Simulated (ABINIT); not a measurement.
# C (Fd-3m) in ABINIT: settings compared

One crystal, C, is run at these levels: PBE, PBE+D3, PBE+D3(BJ), PBE+D2; tasks: equation of state.

All numbers are computed with ABINIT 10.8.3 (patched build); they aren't measurements. Logs are shortened: lines on timing, memory, paths and dates and some standing lists are left out, and cuts for length are marked. The log counts tension as positive stress, the text compression.

**What was measured.**

From “Equation of state of cubic boron nitride at high pressures and temperatures”, 2007, arxiv:cond-mat/0702656, for a bulk crystal of C: bulk modulus 444.8 ± 0.8 GPa; bulk modulus 442 ± 5 GPa.

The results are compared with them further down.

## (1) The structure

It takes space group Fd-3m (No. 227, cubic). The conventional cell has a = 3.567 Å, b = 3.567 Å, c = 3.567 Å, α = 90.00°, β = 90.00°, γ = 90.00°. Around C (site symmetry -43m) lie 4 C at 1.54 Å.

This isn't the form of C at room conditions, which is graphite.

## (2) Equation of state, PBE

run.abi reads:

```
# Datasets: one volume each
ndtset 7
getwfk -1
scalecart1 3*0.9795861087
scalecart2 3*0.9864848297
scalecart3 3*0.9932883884
scalecart4 3*1.0000000000
scalecart5 3*1.0066227096
scalecart6 3*1.0131594038
scalecart7 3*1.0196128224

# Pseudopotentials
pp_dirpath "./"
pseudos "C.GGA_PBE-JTH.xml"

# Structure
acell 3*1.0
rprim
     0.0000000000     3.3700808789     3.3700808789
     3.3700808789     0.0000000000     3.3700808789
     3.3700808789     3.3700808789     0.0000000000
ntypat 1
znucl 6
natom 2
typat 1 1
xred
     0.7500000000     0.7500000000     0.7500000000
     0.5000000000     0.5000000000     0.5000000000

# Plane-wave basis
ecut 19.0
pawecutdg 38.0
pawxcdev 0
pawovlp 30

# k points
kptopt 1
ngkpt 13 13 13
nshiftk 1
shiftk 0.0 0.0 0.0

# Exchange and correlation
ixc 11

# Bands and occupations
nband 8
occopt 3
tsmear 0.00183747

# SCF cycle
nstep 100
tolvrs 1.0e-9

# Output
iomode 3
prtwf 1
prtden 0
prteig 0
prtebands 0
enunit 1
```

Potentials or basis: JTH PAW PBE v2.0.

Command:

```bash
> abinit run.abi > log 2>&1
```

run.abo:

```text
.Version 10.8.3 of ABINIT
 DATASET    1 : space group Fd -3 m (#227); Bravais cF (face-center cubic)
================================================================================
 Values of the parameters that define the memory need for DATASET  1.
     intxc =       0    ionmov =       0      iscf =      17    lmnmax =       8
     lnmax =       4     mgfft =      20  mpssoang =       2    mqgrid =    3001
     natom =       2  nloc_mem =       2    nspden =       1   nspinor =       1
    nsppol =       1      nsym =      48    n1xccc =       1    ntypat =       1
    occopt =       3   xclevel =       2
       mpw =         298          nfft =        8000          nkpt =          84
 PAW method is used; the additional fine FFT grid is defined by:
   mgfftf=        27    nfftf =     19683
================================================================================
================================================================================
[... 71 lines left out ...]
 DATASET    7 : space group Fd -3 m (#227); Bravais cF (face-center cubic)
================================================================================
 Values of the parameters that define the memory need for DATASET  7.
     intxc =       0    ionmov =       0      iscf =      17    lmnmax =       8
     lnmax =       4     mgfft =      20  mpssoang =       2    mqgrid =    3001
     natom =       2  nloc_mem =       2    nspden =       1   nspinor =       1
    nsppol =       1      nsym =      48    n1xccc =       1    ntypat =       1
    occopt =       3   xclevel =       2
       mpw =         328          nfft =        8000          nkpt =          84
 PAW method is used; the additional fine FFT grid is defined by:
   mgfftf=        30    nfftf =     27000
================================================================================
================================================================================

--------------------------------------------------------------------------------
------------- Echo of variables that govern the present computation ------------
--------------------------------------------------------------------------------
 -outvars: echo values of preprocessed input variables --------
            acell      1.0000000000E+00  1.0000000000E+00  1.0000000000E+00 Bohr
              amu      1.20110000E+01
             ecut      1.90000000E+01 Hartree
           enunit           1
           getwfk          -1
                       outvar_i_n : Printing only first  50 k-points.
              ixc          11
           jdtset        1    2    3    4    5    6    7
                       outvar_i_n : Printing only first  50 k-points.
         kptrlatt       13    0    0      0   13    0      0    0   13
          kptrlen1     6.06933755E+01
          kptrlen2     6.11208077E+01
          kptrlen3     6.15423438E+01
          kptrlen4     6.19581831E+01
          kptrlen5     6.23685142E+01
          kptrlen6     6.27735159E+01
          kptrlen7     6.31733579E+01
            natom           2
            nband           8
           ndtset           7
            ngfft          20      20      20
          ngfftdg1         27      27      27
          ngfftdg2         30      30      30
          ngfftdg3         30      30      30
          ngfftdg4         30      30      30
          ngfftdg5         30      30      30
          ngfftdg6         30      30      30
          ngfftdg7         30      30      30
             nkpt          84
            nstep         100
             nsym          48
           ntypat           1
                       prtocc : prtvol=0, do not print more k-points.
           occopt           3
        pawecutdg      3.80000000E+01 Hartree
          pawovlp      3.0000000000E+01
         pawxcdev           0
           prtden           0
        prtebands           0
           prteig           0
            rprim1     0.0000000000E+00  3.3012844142E+00  3.3012844142E+00
                       3.3012844142E+00  0.0000000000E+00  3.3012844142E+00
                       3.3012844142E+00  3.3012844142E+00  0.0000000000E+00
            rprim2     0.0000000000E+00  3.3245336619E+00  3.3245336619E+00
                       3.3245336619E+00  0.0000000000E+00  3.3245336619E+00
                       3.3245336619E+00  3.3245336619E+00  0.0000000000E+00
            rprim3     0.0000000000E+00  3.3474622050E+00  3.3474622050E+00
                       3.3474622050E+00  0.0000000000E+00  3.3474622050E+00
                       3.3474622050E+00  3.3474622050E+00  0.0000000000E+00
            rprim4     0.0000000000E+00  3.3700808789E+00  3.3700808789E+00
                       3.3700808789E+00  0.0000000000E+00  3.3700808789E+00
                       3.3700808789E+00  3.3700808789E+00  0.0000000000E+00
            rprim5     0.0000000000E+00  3.3923999459E+00  3.3923999459E+00
                       3.3923999459E+00  0.0000000000E+00  3.3923999459E+00
                       3.3923999459E+00  3.3923999459E+00  0.0000000000E+00
            rprim6     0.0000000000E+00  3.4144291340E+00  3.4144291340E+00
                       3.4144291340E+00  0.0000000000E+00  3.4144291340E+00
                       3.4144291340E+00  3.4144291340E+00  0.0000000000E+00
            rprim7     0.0000000000E+00  3.4361776767E+00  3.4361776767E+00
                       3.4361776767E+00  0.0000000000E+00  3.4361776767E+00
                       3.4361776767E+00  3.4361776767E+00  0.0000000000E+00
          spgroup         227
           tolvrs      1.00000000E-09
           tsmear      1.83747000E-03 Hartree
            typat      1  1
           useylm           1
                       outvars : Printing only first  50 k-points.
           xangst1     2.6204467163E+00  2.6204467163E+00  2.6204467163E+00
                       1.7469644775E+00  1.7469644775E+00  1.7469644775E+00
           xangst2     2.6389011743E+00  2.6389011743E+00  2.6389011743E+00
                       1.7592674496E+00  1.7592674496E+00  1.7592674496E+00
           xangst3     2.6571010680E+00  2.6571010680E+00  2.6571010680E+00
                       1.7714007120E+00  1.7714007120E+00  1.7714007120E+00
           xangst4     2.6750549982E+00  2.6750549982E+00  2.6750549982E+00
                       1.7833699988E+00  1.7833699988E+00  1.7833699988E+00
           xangst5     2.6927711106E+00  2.6927711106E+00  2.6927711106E+00
                       1.7951807404E+00  1.7951807404E+00  1.7951807404E+00
           xangst6     2.7102571271E+00  2.7102571271E+00  2.7102571271E+00
                       1.8068380847E+00  1.8068380847E+00  1.8068380847E+00
           xangst7     2.7275203768E+00  2.7275203768E+00  2.7275203768E+00
                       1.8183469179E+00  1.8183469179E+00  1.8183469179E+00
            xcart1     4.9519266212E+00  4.9519266212E+00  4.9519266212E+00
                       3.3012844142E+00  3.3012844142E+00  3.3012844142E+00
            xcart2     4.9868004928E+00  4.9868004928E+00  4.9868004928E+00
                       3.3245336619E+00  3.3245336619E+00  3.3245336619E+00
            xcart3     5.0211933075E+00  5.0211933075E+00  5.0211933075E+00
                       3.3474622050E+00  3.3474622050E+00  3.3474622050E+00
            xcart4     5.0551213184E+00  5.0551213184E+00  5.0551213184E+00
                       3.3700808789E+00  3.3700808789E+00  3.3700808789E+00
            xcart5     5.0885999188E+00  5.0885999188E+00  5.0885999188E+00
                       3.3923999459E+00  3.3923999459E+00  3.3923999459E+00
            xcart6     5.1216437010E+00  5.1216437010E+00  5.1216437010E+00
                       3.4144291340E+00  3.4144291340E+00  3.4144291340E+00
            xcart7     5.1542665150E+00  5.1542665150E+00  5.1542665150E+00
                       3.4361776767E+00  3.4361776767E+00  3.4361776767E+00
             xred      7.5000000000E-01  7.5000000000E-01  7.5000000000E-01
                       5.0000000000E-01  5.0000000000E-01  5.0000000000E-01
            znucl        6.00000

================================================================================

 chkinp: Checking input parameters for consistency, jdtset=   1.

 chkinp: Checking input parameters for consistency, jdtset=   2.
[... 40 lines left out ...]
 getcut: wavevector=  0.0000  0.0000  0.0000  ngfft=  27  27  27
         ecut(hartree)=     38.000   => boxcut(ratio)=   2.00983

--- Pseudopotential description ------------------------------------------------
- pspini: atom type   1  psp file is ./C.GGA_PBE-JTH.xml
 Pseudopotential format is: paw10
 basis_size (lnmax)=  4 (lmn_size=  8), orbitals=   0   0   1   1
 Spheres core radius: rc_sph= 1.50736703
 Shapefunction is SIN type: shapef(r)=[sin(pi*r/rshp)/(pi*r/rshp)]**2
 Radius for shape functions =  1.30052589
 Compensation charge density is not taken into account in XC energy/potential

   6.99883411E+01                                ecore*ucvol(ha*bohr**3)
--------------------------------------------------------------------------------

================================================================================

--- !BeginCycle
iteration_state: {dtset: 1, }
solver: {iscf: 17, nstep: 100, nline: 4, wfoptalg: 10, }
tolerances: {tolvrs: 1.00E-09, }
...
[... 1228 lines left out ...]
-Cartesian components of stress tensor (GPa)         [Pressure= -2.1824E+01 GPa]
- sigma(1 1)=  2.18237379E+01  sigma(3 2)=  0.00000000E+00
- sigma(2 2)=  2.18237379E+01  sigma(3 1)=  0.00000000E+00
- sigma(3 3)=  2.18237379E+01  sigma(2 1)=  0.00000000E+00

== END DATASET(S) ==============================================================
================================================================================

 -outvars: echo values of variables after computation  --------
            acell      1.0000000000E+00  1.0000000000E+00  1.0000000000E+00 Bohr
           etotal1    -1.1482153233E+01
           etotal2    -1.1483597725E+01
           etotal3    -1.1484448439E+01
           etotal4    -1.1484758903E+01
           etotal5    -1.1484600991E+01
           etotal6    -1.1484065854E+01
           etotal7    -1.1483154742E+01
            fcart1    -5.4035861093E-28  4.5879504702E-28 -3.7723148311E-28
                       5.4035861093E-28 -4.5879504702E-28  3.7723148311E-28
            fcart2     1.2958907309E-27 -3.2397268273E-27  2.5917814618E-27
                      -1.2958907309E-27  3.2397268273E-27 -2.5917814618E-27
            fcart3    -1.7936620343E-43  4.8263043313E-28  0.0000000000E+00
                       1.7936620343E-43 -4.8263043313E-28  0.0000000000E+00
            fcart4    -3.1959413675E-28  0.0000000000E+00  0.0000000000E+00
                       3.1959413675E-28 -8.9683101717E-44  0.0000000000E+00
            fcart5    -1.3890252375E-28  1.3294955845E-27 -1.1707498430E-27
                       1.3890252375E-28 -1.3294955845E-27  1.1707498430E-27
[... 38 lines left out ...]
                       0.0000000000E+00  0.0000000000E+00  0.0000000000E+00
           xangst1     2.6204467163E+00  2.6204467163E+00  2.6204467163E+00
                       1.7469644775E+00  1.7469644775E+00  1.7469644775E+00
           xangst2     2.6389011743E+00  2.6389011743E+00  2.6389011743E+00
                       1.7592674496E+00  1.7592674496E+00  1.7592674496E+00
           xangst3     2.6571010680E+00  2.6571010680E+00  2.6571010680E+00
                       1.7714007120E+00  1.7714007120E+00  1.7714007120E+00
           xangst4     2.6750549982E+00  2.6750549982E+00  2.6750549982E+00
                       1.7833699988E+00  1.7833699988E+00  1.7833699988E+00
           xangst5     2.6927711106E+00  2.6927711106E+00  2.6927711106E+00
                       1.7951807404E+00  1.7951807404E+00  1.7951807404E+00
           xangst6     2.7102571271E+00  2.7102571271E+00  2.7102571271E+00
                       1.8068380847E+00  1.8068380847E+00  1.8068380847E+00
           xangst7     2.7275203768E+00  2.7275203768E+00  2.7275203768E+00
                       1.8183469179E+00  1.8183469179E+00  1.8183469179E+00
             xred      7.5000000000E-01  7.5000000000E-01  7.5000000000E-01
                       5.0000000000E-01  5.0000000000E-01  5.0000000000E-01
 Calculation completed.
```

Run time: 28 s. Hardware: 1 thread of Arm Neoverse V2, shared host; peak memory 0.11 GiB.

What came out:

```
Equilibrium volume                      : 5.69 Å³/atom
Bulk modulus                            : 435 GPa
Pressure derivative of the bulk modulus : 5.8
```

Energy against volume, from the lowest point:
| volume (Å³/atom) | energy (meV/atom) |
| --- | --- |
| 5.332 | 35.45 |
| 5.445 | 15.80 |
| 5.558 | 4.22 |
| 5.672 | 0.00 |
| 5.785 | 2.15 |
| 5.899 | 9.43 |
| 6.012 | 21.83 |

Caveat: pressures at fixed basis lie under the slope of the energies; the atomic spheres overlap.

## (3) Equation of state, PBE+D3

run.abi: that of step 2 with these lines changed.

```diff
@@ -43,2 +43,3 @@
 ixc 11
+vdw_xc 6
```

Potentials or basis: JTH PAW PBE v2.0.

Command:

```bash
> abinit run.abi > log 2>&1
```

run.abo:

```text
.Version 10.8.3 of ABINIT
 DATASET    1 : space group Fd -3 m (#227); Bravais cF (face-center cubic)
================================================================================
 Values of the parameters that define the memory need for DATASET  1.
     intxc =       0    ionmov =       0      iscf =      17    lmnmax =       8
     lnmax =       4     mgfft =      20  mpssoang =       2    mqgrid =    3001
     natom =       2  nloc_mem =       2    nspden =       1   nspinor =       1
    nsppol =       1      nsym =      48    n1xccc =       1    ntypat =       1
    occopt =       3   xclevel =       2
       mpw =         298          nfft =        8000          nkpt =          84
 PAW method is used; the additional fine FFT grid is defined by:
   mgfftf=        27    nfftf =     19683
================================================================================
================================================================================
[... 71 lines left out ...]
 DATASET    7 : space group Fd -3 m (#227); Bravais cF (face-center cubic)
[... 1450 lines left out ...]
                      -1.5180721496E-27 -8.7888387606E-28  2.1572604230E-27
            fcart5    -6.5482618339E-28  3.3733470053E-28 -1.2898091491E-27
                       6.5482618339E-28 -3.3733470053E-28  1.2898091491E-27
[... 38 lines left out ...]
                       0.0000000000E+00  0.0000000000E+00  0.0000000000E+00
           xangst1     2.6204467163E+00  2.6204467163E+00  2.6204467163E+00
                       1.7469644775E+00  1.7469644775E+00  1.7469644775E+00
           xangst2     2.6389011743E+00  2.6389011743E+00  2.6389011743E+00
                       1.7592674496E+00  1.7592674496E+00  1.7592674496E+00
           xangst3     2.6571010680E+00  2.6571010680E+00  2.6571010680E+00
                       1.7714007120E+00  1.7714007120E+00  1.7714007120E+00
           xangst4     2.6750549982E+00  2.6750549982E+00  2.6750549982E+00
                       1.7833699988E+00  1.7833699988E+00  1.7833699988E+00
           xangst5     2.6927711106E+00  2.6927711106E+00  2.6927711106E+00
                       1.7951807404E+00  1.7951807404E+00  1.7951807404E+00
           xangst6     2.7102571271E+00  2.7102571271E+00  2.7102571271E+00
                       1.8068380847E+00  1.8068380847E+00  1.8068380847E+00
           xangst7     2.7275203768E+00  2.7275203768E+00  2.7275203768E+00
                       1.8183469179E+00  1.8183469179E+00  1.8183469179E+00
             xred      7.5000000000E-01  7.5000000000E-01  7.5000000000E-01
                       5.0000000000E-01  5.0000000000E-01  5.0000000000E-01
 Calculation completed.
```

Run time: 30 s. Hardware: 1 thread of Arm Neoverse V2, shared host; peak memory 0.12 GiB.

What came out:

| Quantity | Value |
| --- | --- |
| Equilibrium volume | 5.65 Å³/atom |
| Bulk modulus | 444 GPa |
| Pressure derivative of the bulk modulus | 5.8 |

Energy against volume, from the lowest point:
| volume (Å³/atom) | energy (meV/atom) |
| --- | --- |
| 5.332 | 28.66 |
| 5.445 | 11.39 |
| 5.558 | 2.08 |
| 5.672 | 0.00 |
| 5.785 | 4.18 |
| 5.899 | 13.38 |
| 6.012 | 27.60 |

Caveat: pressures at fixed basis lie under the slope of the energies; the atomic spheres overlap.

## (4) Equation of state, PBE+D3(BJ)

run.abi: that of step 3 with these lines changed.

```diff
@@ -43,3 +43,3 @@
 ixc 11
-vdw_xc 6
+vdw_xc 7
```

Command:

```bash
> abinit run.abi > log 2>&1
```

It took 31 s on 1 thread of Arm Neoverse V2, shared host; peak memory 0.12 GiB.

It converged, with:

| Quantity | Value |
| --- | --- |
| Equilibrium volume | 5.62 Å³/atom |
| Bulk modulus | 455 GPa |
| Pressure derivative of the bulk modulus | 5.8 |

Energy against volume, from the lowest point:
| volume (Å³/atom) | energy (meV/atom) |
| --- | --- |
| 5.332 | 23.27 |
| 5.445 | 7.85 |
| 5.558 | 0.33 |
| 5.672 | 0.00 |
| 5.785 | 5.88 |
| 5.899 | 16.75 |
| 6.012 | 32.59 |

Caveat: pressures at fixed basis lie under the slope of the energies; the atomic spheres overlap.

(Continued in part 2 of 2.)
